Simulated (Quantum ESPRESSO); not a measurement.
# NiO: magnetism against a distortion at fixed volume, part 2 of 2

How does a distortion at fixed volume change the magnetic state of NiO?

Quantum ESPRESSO 7.5; PBE with U = 6 eV on Ni d (ortho-atomic projectors); plane waves with GBRV 1.5 PBE potentials, no spin-orbit coupling.

So far, absolute magnetization (μB): step 2 (factor along z 0.92, ferro +) 2.01.

## (4) Factor along z 0.92, no spin polarisation

Contents of pw.in:

```
&CONTROL
  calculation = 'scf'
  prefix = 'pwscf'
  outdir = './tmp'
  pseudo_dir = './pseudo'
  disk_io = 'nowf'
  tprnfor = .true.
  tstress = .true.
/
&SYSTEM
  ibrav = 0
  celldm(1) = 8
  nat = 2
  ntyp = 2
  ecutwfc = 40
  ecutrho = 280
  nbnd = 19
  occupations = 'smearing'
  smearing = 'fd'
  degauss = 0.00367493
/
&ELECTRONS
  conv_thr = 4d-09
  electron_maxstep = 150
  mixing_beta = 0.3
/
ATOMIC_SPECIES
Ni     58.6934 ni_pbe_v1.4.uspp.F.UPF
O      15.9990 o_pbe_v1.2.uspp.F.UPF
CELL_PARAMETERS alat
   0.0000000000000    0.5143389879438    0.4538696962973
   0.5143389879438    0.0000000000000    0.4538696962973
   0.5143389879438    0.5143389879438    0.0000000000000
ATOMIC_POSITIONS crystal
Ni      0.0000000000    0.0000000000    0.0000000000
O       0.5000000000    0.5000000000    0.5000000000
K_POINTS automatic
10 10 10 0 0 0
HUBBARD {ortho-atomic}
U Ni-3d 6.0000
```

On the command line:

```bash
$ OMP_NUM_THREADS=1 mpirun -n 4 pw.x -nk 4 -in pw.in > pw.out
```

What it wrote:

```text
     [... lines left out ...]
Program PWSCF v.7.5 starts
     [... lines left out ...]
     number of atoms/cell      =            2
     [... lines left out ...]
     number of electrons       =        24.00
     number of Kohn-Sham states=           19
     kinetic-energy cutoff     =      40.0000  Ry
     charge density cutoff     =     280.0000  Ry
     scf convergence threshold =      4.0E-09
     [... lines left out ...]
     16 Sym. Ops., with inversion, found
     [... lines left out ...]
     number of k points=   102  Fermi-Dirac smearing, width (Ry)=  0.0037
     [... lines left out ...]
     iteration # 14     ecut=    40.00 Ry     beta= 0.30
     [... lines left out ...]
     Tr[ns(  1)] =   8.40622
     [... lines left out ...]
     the Fermi energy is    13.8904 ev
!    total energy              =    -375.30027417 Ry
     estimated scf accuracy    <          3.4E-10 Ry
     smearing contrib. (-TS)   =      -0.00028847 Ry
     [... lines left out ...]
     convergence has been achieved in  14 iterations
     [... lines left out ...]
     Total force =     0.000000     Total SCF correction =     0.000000
     [... lines left out ...]
          total   stress  (Ry/bohr**3)                   (kbar)     P=       52.45
     [... lines left out ...]
```

Elapsed: 6.5 s, on 4 MPI ranks of Arm Neoverse V2, shared host; peak memory 0.25 GiB; 26 s of CPU time.

Read from the output:

| Item | Value |
| --- | --- |
| smearing term TS | 0.003925 eV |
| pressure | 5.245 GPa |
| final state | non-magnetic (no spin polarisation) |

## (5) Factor along z 1.08, ferro +

Changes to pw.in since step 4:

```diff
@@ -16,3 +16,3 @@
   ecutrho = 280
-  nbnd = 19
+  nbnd = 20
   occupations = 'smearing'
@@ -20,2 +20,5 @@
   degauss = 0.00367493
+  nspin = 2
+  starting_magnetization(1) = 0.1111
+  starting_magnetization(2) = 0
 /
@@ -30,5 +33,5 @@
 CELL_PARAMETERS alat
-   0.0000000000000    0.5143389879438    0.4538696962973
-   0.5143389879438    0.0000000000000    0.4538696962973
-   0.5143389879438    0.5143389879438    0.0000000000000
+   0.0000000000000    0.4747133900973    0.5328035565229
+   0.4747133900973    0.0000000000000    0.5328035565229
+   0.4747133900973    0.4747133900973    0.0000000000000
 ATOMIC_POSITIONS crystal
```

What it wrote:

```text
     [... lines left out ...]
Program PWSCF v.7.5 starts
     [... lines left out ...]
     number of atoms/cell      =            2
     [... lines left out ...]
     number of electrons       =        24.00
     number of Kohn-Sham states=           20
     kinetic-energy cutoff     =      40.0000  Ry
     charge density cutoff     =     280.0000  Ry
     scf convergence threshold =      4.0E-09
     [... lines left out ...]
     16 Sym. Ops., with inversion, found
     [... lines left out ...]
     number of k points=   102  Fermi-Dirac smearing, width (Ry)=  0.0037
     [... lines left out ...]
     iteration # 12     ecut=    40.00 Ry     beta= 0.30
     [... lines left out ...]
     Magnetic moment per site  (integrated on atomic sphere of radius R)
     atom   1 (R=0.196)  charge= 15.4454  magn=  1.7087
     atom   2 (R=0.196)  charge=  5.5709  magn=  0.2071
     [... lines left out ...]
     Tr[ns(  1)] (up, down, total) =   4.97332  3.22672  8.20005
     [... lines left out ...]
     the Fermi energy is    14.6274 ev
!    total energy              =    -375.40742667 Ry
     estimated scf accuracy    <          8.3E-10 Ry
     smearing contrib. (-TS)   =      -0.00000002 Ry
     [... lines left out ...]
     total magnetization       =     2.00 Bohr mag/cell
     absolute magnetization    =     2.01 Bohr mag/cell
     convergence has been achieved in  12 iterations
     [... lines left out ...]
     Total force =     0.000000     Total SCF correction =     0.000000
     [... lines left out ...]
          total   stress  (Ry/bohr**3)                   (kbar)     P=      161.96
     [... lines left out ...]
```

Wall time 11 s (4 MPI ranks); peak memory 0.28 GiB.

Read from the output:

```
smearing term TS       : 2.66e-7 eV
pressure               : 16.20 GPa
magnetization          : 2 μB
absolute magnetization : 2.012 μB
final state            : ferromagnetic
largest moment         : 1.709 μB
```

## (6) All points

The runs not shown differ from these in the moved quantity alone.

States, by row:

```
tetragonal        ferro +  antiferro q=(0,0,1/2) +-  no spin polarisation
      0.92  ferromagnetic         antiferromagnetic          non-magnetic
      0.95  ferromagnetic         antiferromagnetic          non-magnetic
      0.98  ferromagnetic         antiferromagnetic                     -
         1  ferromagnetic         antiferromagnetic          non-magnetic
      1.02  ferromagnetic         antiferromagnetic          non-magnetic
      1.05  ferromagnetic         antiferromagnetic          non-magnetic
      1.08  ferromagnetic         antiferromagnetic          non-magnetic
```

Largest site moment against tetragonal:

```
tetragonal (factor)  ferro + (μB)  antiferro q=(0,0,1/2) +- (μB)
             0.9200          1.68                           1.63
             0.9500          1.70                           1.65
             0.9800          1.72                           1.67
             1.0000          1.73                           1.68
             1.0200          1.73                           1.67
             1.0500          1.72                           1.66
             1.0800          1.71                           1.65
```

Energy less that of the parallel start against tetragonal; values in meV a seeded atom:

```
tetragonal (factor)  antiferro q=(0,0,1/2) +-  no spin polarisation
             0.9200                      -106                  1397
             0.9500                      -104                  1642
             0.9800                      -103                     -
             1.0000                      -103                  1938
             1.0200                      -103                  1841
             1.0500                      -105                  1656
             1.0800                      -107                  1450
```

The energy over the lowest by tetragonal; values in meV an atom:

```
tetragonal (factor)  ferro +  antiferro q=(0,0,1/2) +-  no spin polarisation
             0.9200      152                      98.7                   850
             0.9500     87.4                      35.2                   908
             0.9800     57.1                      5.34                     -
             1.0000     51.6                         0                  1020
             1.0200     56.5                      4.75                   977
             1.0500     80.3                      28.0                   908
             1.0800      121                      67.7                   846
```

## (7) Results

| Quantity | Value |
| --- | --- |
| moment, parallel start | 1.68 to 1.73 μB |
| states met from these starts | antiferromagnetic and ferromagnetic |

The moment of the parallel start goes from 1.68 μB at 0.92 to 1.71 μB at 1.08, by way of 1.73 μB. The net moment of the cell goes from 2 to 2 μB. The radius of the spheres follows the nearest distance, so part of the change of the site moments is the spheres'. The largest moment of the start antiferro q=(0,0,1/2) +- lies between 1.63 and 1.68 μB. Dashes mark runs that did not finish or were not started for lack of time. The start antiferro q=(0,0,1/2) +- lies under the parallel one at every finished point, by 103 to 107 meV a seeded atom.

[Logs and program files are shortened in this print: banners, set-up blocks, solver, clock and traceback lines can be left out without a mark of their own.]

[Logs are printed without paths, hosts, clocks, repeated set-up lines and the standing remarks that a program may print on its own settings, such as how far it seeks lower states.]

[Hosts, paths, dates, database ids (printed as entryN), source tags and the programs' standing remarks are cut or masked in the printed files.]

[Where a cell is said to come from a database of computed structures, the database is the Materials Project.]
